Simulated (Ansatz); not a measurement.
In in several cubic structure types, each at its own equilibrium volume.

Method: PBE, plane waves, PAW datasets (generated soft set 1) (Ansatz).

Settings: cutoff 420 eV; no spin polarisation; Fermi–Dirac smearing of 0.0612 eV; k-meshes 40³ (bcc), 28³ (diamond).

Rank the structures by energy per atom, lowest first.
A. diamond
B. bcc

B (0.0 meV/atom), A (326 meV/atom).

Give the equilibrium volume and bulk modulus of each.


```tsv
structure	V₀ (Å³/atom)	B₀ (GPa)
bcc	27.77	34
diamond	38.20	21
```

Only these cubic types are compared here; the real ground state can be another structure or magnetic.

Model structures, not the usual forms at ambient conditions (metastable or hypothetical): In (bcc type), In (diamond type).
